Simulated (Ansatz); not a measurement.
# Rhodium, hcp under revPBE: structure, energy and stiffness, part 2 of 2

Aim: take rhodium in the hcp structure, relax it, solve it on a dense k-mesh, then scale the cell to 7 volumes from 88 to 112 % of the relaxed one and try a fit of the equation of state. Spin polarisation is left out. The k-meshes are 13×13×7 for the relaxation; 22×22×12 for the dense run; 15×15×8 for the volumes.

Ansatz 0.2.0; DFT, revPBE, plane waves (420 eV) with PAW, scalar-relativistic.

## 6. Equation of state: 96 %

This is Rh in the hcp structure; at room conditions it is fcc.

Contents of input.yaml:

```yaml
crystal:
  lattice:
    - [2.7008447612, 0.0, 0.0]
    - [-1.3504223806, 2.3390001749, 0.0]
    - [0.0, 0.0, 4.3512883827]
  atoms:
    - { symbol: Rh, position: [0.3333333333, 0.6666666667, 0.25] }
    - { symbol: Rh, position: [0.6666666667, 0.3333333333, 0.75] }
hamiltonian:
  xc: revpbe
  pseudopotentials:
    kind: paw
    azcp:
      Rh: "pseudopotentials/Rh.paw.azcp"
basis:
  ecutwfc: 420
  fft_grid_basis: typed
kpoints:
  mp_grid: { grid: [15, 15, 8], shift: [0, 0, 0] }
magnetization:
  spin_polarized: false
scf:
  occupations: { method: fermi_dirac, width: 0.1 }
  lower_state_search: "off"
output:
  stress: true
  write_density: true
  write_potential: true
  elf: true
  volumetric_format: npy
```

What it wrote (excerpt; [...] marks lines left out):

```text
Warning: RAYON_NUM_THREADS=2 ignored (pool sized by the plan → 2); use --threads N
[...]
Pseudopotentials: kind: paw
Pseudopotential: Rh, paw, valence charge 17, recommended cutoff 420 eV (normal), <dir>
Functional definition: revPBE
[...]
Crystal: 2 atoms, lattice volume = 27.488 Å³
Basis set: ecut = 420 eV, 549 PW (Γ)
Bands: 21, of which v1, the nominal top of the filled ones, is band 17 counted from 1 (16 counted from 0)
Symmetry: 24 space group operations
Space group: P63/mmc (ITA 194), of the structure as read, at distance tolerance 3.0e-5 Å
k-points: 135 of 1800
[...]
SCF iter   1: F=—  HF=-12816.373265 eV  |F-HF|=—  |Δ(HF+E_count)|=         —  Δρ=8.11e-3  dr2=4.06e-3  ethr=1.77e-3  ⟨swp⟩=4.7  Hψ=10951  notcnv=0
[...]
SCF iter   6: F=-12816.376512 eV  HF=-12816.376512 eV  |F-HF|=1.43e-8  |Δ(HF+E_count)|=   6.17e-8  Δρ=9.59e-6  dr2=1.99e-8  ethr=2.94e-10  ⟨swp⟩=7.0  Hψ=16908  notcnv=0
[...]
SCF converged after 6 iterations
Free energy (F): -12816.376512 eV
[...]
E sigma→0 (E₀):  -12816.321563 eV
Entropy (-TS):   -0.109897 eV (-54.949 meV/atom)
Fermi energy:    22.551901 eV
[...]
--- Stress (GPa, compression-positive) ---
       10.733183      -0.000000       0.000000
       -0.000000      10.733183       0.000000
        0.000000       0.000000      10.803897
  P = ⅓ Tr σ = 10.7568 GPa (107.568 kbar)
--- Band table (eV; the first three rows and the last of 135) ---
  k-point 0: bands = ["-56.3949", "-56.2748", "-24.6307", "-23.9723", "-23.9723", "-23.8716", "-23.8626", "-23.8626", "14.5219", "16.3546", "19.4844", "19.5206", "19.5206", "20.0529", "20.0529", "20.6200", "20.6200", "22.6948", "22.6948", "23.3342", "31.2685"]
[...]
```

Wall time 2.8 s (2 threads of an Arm CPU, shared host); peak memory 0.33 GiB.

Density in a lattice plane of the grid's cell (edges 2.70 and 4.35 Å, at 0.333 of the third edge), which holds Rh.

Ten even steps from ' ' (0.26 e/Å³) to '@' (14.13 e/Å³):
```
                            
              ..::::::....  
            ..::==++++==::  
            ::==##%%%%**--..
            ::++%%@@@@##==..
            ::==##%%%%**--..
            ..::==++++==::  
              ..::::::....  
                            
                            
                            
                            
                            
    ....                    
  ......                    
    ....                    
                            
                            
                            
                            
```
Columns run along the first of these edges and rows up along the second, over one cell in 14 and 20 even steps from the bottom left corner. Atoms in the plane (fractional): Rh at (0.67, 0.75).

ELF in the same plane.

Ten even steps from '0' (0.20) to '9' (0.77):
```
00000001222110
00000024666531
10000147899863
20000368999985
20100379999986
20000368999985
10000147899863
00000024666531
00000001222110
00000000000000
00000010000010
00000000111100
12221100011000
23443100011000
24443200000000
23443100011000
12221100011000
00000000111100
00000010000010
00000000000000
```
Columns run along the first of these edges and rows up along the second, over one cell in 14 and 20 even steps from the bottom left corner. Atoms in the plane (fractional): Rh at (0.67, 0.75).

Both are smooth fields of the valence electrons: close to the nuclei they are not physical.

## 7. Equation of state: 100 %

Edit input.yaml of step 6 so:

```diff
@@ -2,5 +2,5 @@
   lattice:
-    - [2.7008447612, 0.0, 0.0]
-    - [-1.3504223806, 2.3390001749, 0.0]
-    - [0.0, 0.0, 4.3512883827]
+    - [2.7378472327, 0.0, 0.0]
+    - [-1.3689236163, 2.3710452552, 0.0]
+    - [0.0, 0.0, 4.4109024808]
   atoms:
@@ -26,5 +26 @@
   stress: true
-  write_density: true
-  write_potential: true
-  elf: true
-  volumetric_format: npy
```

What it wrote (excerpt; [...] marks lines left out):

```text
Warning: RAYON_NUM_THREADS=2 ignored (pool sized by the plan → 2); use --threads N
[...]
[... 3 set-up lines as earlier in the session ...]
[...]
Crystal: 2 atoms, lattice volume = 28.634 Å³
Basis set: ecut = 420 eV, 573 PW (Γ)
Bands: 21, of which v1, the nominal top of the filled ones, is band 17 counted from 1 (16 counted from 0)
[... 2 set-up lines as earlier in the session ...]
k-points: 135 of 1800
[...]
SCF iter   1: F=—  HF=-12816.410371 eV  |F-HF|=—  |Δ(HF+E_count)|=         —  Δρ=7.59e-3  dr2=3.92e-3  ethr=1.77e-3  ⟨swp⟩=4.7  Hψ=10904  notcnv=0
[...]
SCF iter   6: F=-12816.413150 eV  HF=-12816.413150 eV  |F-HF|=1.61e-8  |Δ(HF+E_count)|=   4.91e-8  Δρ=9.77e-6  dr2=2.32e-8  ethr=2.94e-10  ⟨swp⟩=4.0  Hψ=9301  notcnv=0
[...]
SCF converged after 6 iterations
Free energy (F): -12816.413150 eV
[...]
E sigma→0 (E₀):  -12816.354308 eV
Entropy (-TS):   -0.117684 eV (-58.842 meV/atom)
Fermi energy:    21.396400 eV
[...]
--- Stress (GPa, compression-positive) ---
        0.027624       0.000000       0.000000
        0.000000       0.027624       0.000000
        0.000000       0.000000      -0.225618
  P = ⅓ Tr σ = -0.0568 GPa (-0.568 kbar)
```

Wall time 2 s (2 threads of an Arm CPU, shared host); peak memory 0.33 GiB.

## 8. Equation of state: 104 %

Edit input.yaml of step 7 so:

```diff
@@ -2,5 +2,5 @@
   lattice:
-    - [2.7378472327, 0.0, 0.0]
-    - [-1.3689236163, 2.3710452552, 0.0]
-    - [0.0, 0.0, 4.4109024808]
+    - [2.7738756701, 0.0, 0.0]
+    - [-1.386937835, 2.4022467972, 0.0]
+    - [0.0, 0.0, 4.4689473277]
   atoms:
```

What it wrote (excerpt; [...] marks lines left out):

```text
Warning: RAYON_NUM_THREADS=2 ignored (pool sized by the plan → 2); use --threads N
[...]
[... 3 set-up lines as earlier in the session ...]
[...]
Crystal: 2 atoms, lattice volume = 29.779 Å³
Basis set: ecut = 420 eV, 579 PW (Γ)
Bands: 21, of which v1, the nominal top of the filled ones, is band 17 counted from 1 (16 counted from 0)
[... 2 set-up lines as earlier in the session ...]
k-points: 135 of 1800
[...]
SCF iter   1: F=—  HF=-12816.379111 eV  |F-HF|=—  |Δ(HF+E_count)|=         —  Δρ=7.24e-3  dr2=3.91e-3  ethr=1.77e-3  ⟨swp⟩=4.7  Hψ=10892  notcnv=0
[...]
SCF iter   6: F=-12816.381411 eV  HF=-12816.381411 eV  |F-HF|=1.35e-8  |Δ(HF+E_count)|=   4.03e-8  Δρ=8.77e-6  dr2=2.00e-8  ethr=2.94e-10  ⟨swp⟩=4.0  Hψ=9156  notcnv=0
[...]
SCF converged after 6 iterations
Free energy (F): -12816.381411 eV
[...]
E sigma→0 (E₀):  -12816.318571 eV
Entropy (-TS):   -0.125680 eV (-62.840 meV/atom)
Fermi energy:    20.330708 eV
[...]
--- Stress (GPa, compression-positive) ---
       -8.301181       0.000000       0.000000
        0.000000      -8.301181       0.000000
        0.000000       0.000000      -8.805438
  P = ⅓ Tr σ = -8.4693 GPa (-84.693 kbar)
```

Wall time 2.2 s (2 threads of an Arm CPU, shared host); peak memory 0.32 GiB.

## 9. Equation of state: 108 %

Edit input.yaml of step 8 so:

```diff
@@ -2,5 +2,5 @@
   lattice:
-    - [2.7738756701, 0.0, 0.0]
-    - [-1.386937835, 2.4022467972, 0.0]
-    - [0.0, 0.0, 4.4689473277]
+    - [2.8089917482, 0.0, 0.0]
+    - [-1.4044958741, 2.432658213, 0.0]
+    - [0.0, 0.0, 4.5255222872]
   atoms:
@@ -26 +26,5 @@
   stress: true
+  write_density: true
+  write_potential: true
+  elf: true
+  volumetric_format: npy
```

What it wrote (excerpt; [...] marks lines left out):

```text
Warning: RAYON_NUM_THREADS=2 ignored (pool sized by the plan → 2); use --threads N
[...]
[... 3 set-up lines as earlier in the session ...]
[...]
Crystal: 2 atoms, lattice volume = 30.924 Å³
Basis set: ecut = 420 eV, 603 PW (Γ)
Bands: 21, of which v1, the nominal top of the filled ones, is band 17 counted from 1 (16 counted from 0)
[... 2 set-up lines as earlier in the session ...]
k-points: 135 of 1800
[...]
SCF iter   1: F=—  HF=-12816.294831 eV  |F-HF|=—  |Δ(HF+E_count)|=         —  Δρ=7.00e-3  dr2=3.99e-3  ethr=1.77e-3  ⟨swp⟩=4.7  Hψ=10869  notcnv=0
[...]
SCF iter   6: F=-12816.296576 eV  HF=-12816.296576 eV  |F-HF|=9.11e-9  |Δ(HF+E_count)|=   3.97e-8  Δρ=7.33e-6  dr2=1.48e-8  ethr=2.94e-10  ⟨swp⟩=7.0  Hψ=16870  notcnv=0
[...]
SCF converged after 6 iterations
Free energy (F): -12816.296576 eV
[...]
E sigma→0 (E₀):  -12816.229651 eV
Entropy (-TS):   -0.133850 eV (-66.925 meV/atom)
Fermi energy:    19.345131 eV
[...]
--- Stress (GPa, compression-positive) ---
      -14.749685       0.000000       0.000000
        0.000000     -14.749685       0.000000
        0.000000       0.000000     -15.448817
  P = ⅓ Tr σ = -14.9827 GPa (-149.827 kbar)
--- Band table (eV; the first three rows and the last of 135) ---
  k-point 0: bands = ["-59.2491", "-59.1779", "-27.3578", "-26.9176", "-26.9176", "-26.8555", "-26.8433", "-26.8433", "12.1804", "14.0972", "16.8035", "16.8430", "16.8430", "17.2782", "17.2782", "17.7477", "17.7477", "19.4709", "19.4709", "20.2821", "26.9700"]
[...]
```

Wall time 3.8 s (2 threads of an Arm CPU, shared host); peak memory 0.34 GiB.

## 10. Equation of state: 112 %

Edit input.yaml of step 9 so:

```diff
@@ -2,5 +2,5 @@
   lattice:
-    - [2.8089917482, 0.0, 0.0]
-    - [-1.4044958741, 2.432658213, 0.0]
-    - [0.0, 0.0, 4.5255222872]
+    - [2.8432511215, 0.0, 0.0]
+    - [-1.4216255607, 2.4623277006, 0.0]
+    - [0.0, 0.0, 4.580717023]
   atoms:
@@ -26,5 +26 @@
   stress: true
-  write_density: true
-  write_potential: true
-  elf: true
-  volumetric_format: npy
```

What it wrote (excerpt; [...] marks lines left out):

```text
Warning: RAYON_NUM_THREADS=2 ignored (pool sized by the plan → 2); use --threads N
[...]
[... 3 set-up lines as earlier in the session ...]
[...]
Crystal: 2 atoms, lattice volume = 32.070 Å³
Basis set: ecut = 420 eV, 615 PW (Γ)
Bands: 21, of which v1, the nominal top of the filled ones, is band 17 counted from 1 (16 counted from 0)
[... 1 set-up line as earlier in the session ...]
Space group: P63/mmc (ITA 194), of the structure as read, at distance tolerance 3.2e-5 Å
k-points: 135 of 1800
[...]
SCF iter   1: F=—  HF=-12816.169499 eV  |F-HF|=—  |Δ(HF+E_count)|=         —  Δρ=6.78e-3  dr2=4.09e-3  ethr=1.77e-3  ⟨swp⟩=4.7  Hψ=10859  notcnv=0
[...]
SCF iter   6: F=-12816.170768 eV  HF=-12816.170768 eV  |F-HF|=1.45e-9  |Δ(HF+E_count)|=   1.62e-8  Δρ=6.46e-6  dr2=5.80e-9  ethr=2.37e-10  ⟨swp⟩=2.3  Hψ=9855  notcnv=0
[...]
SCF converged after 6 iterations
Free energy (F): -12816.170768 eV
[...]
E sigma→0 (E₀):  -12816.099691 eV
Entropy (-TS):   -0.142155 eV (-71.077 meV/atom)
Fermi energy:    18.431242 eV
[...]
--- Stress (GPa, compression-positive) ---
      -19.708939       0.000000       0.000000
        0.000000     -19.708939       0.000000
        0.000000       0.000000     -20.557680
  P = ⅓ Tr σ = -19.9919 GPa (-199.919 kbar)
```

It took 2.8 s on 2 threads of an Arm CPU, shared host; peak memory 0.33 GiB.

## 11. The equation of state

The cell was scaled evenly, with its shape and the fractional positions fixed.

```csv
V (Å³/atom),E − E₀ (meV/atom),P from the stress (GPa),P from the fit (GPa)
12.599,193.3,42.38,41.95
13.171,76.7,24.62,24.09
13.744,16.4,10.76,10.20
14.317,0.0,-0.06,-0.60
14.889,17.9,-8.47,-9.02
15.462,62.4,-14.98,-15.56
16.035,127.3,-19.99,-20.62
```

A third-order Birch-Murnaghan fit gives V₀ = 14.281 Å³/atom, B₀ = 241 GPa and B₀′ = 5.2; it misses no point by more than 0.05 meV/atom.

The fit is made to E(σ → 0), while the stress belongs to the free energy F; that is one source of the offset between the two pressures.

## 12. Results

The summary covers parts 1 to 2.

| quantity | value |
| --- | --- |
| space group (spins left aside) | P6_3/mmc (No. 194) |
| conventional cell | a = 2.738 Å, c = 4.411 Å (c/a = 1.611) |
| volume | 14.317 Å³/atom |
| shortest distance | 2.713 Å |
| gap on the mesh | none (levels filled in part) |
| relative to fcc | +37 meV/atom |
| V₀, B₀, B₀′ | 14.281 Å³/atom, 241 GPa, 5.2 |

**Reading.** The relaxation enlarged the cell by 4.1 % in volume. It lies 37 meV/atom above the element's reference form at the same level (fcc, from a run of its own). No gap shows: it is a metal or semimetal at this level. The fitted modulus is 241 GPa; letting shape and positions relax at each volume could only lower it. Relaxation kept the symmetry; phonons were not checked.
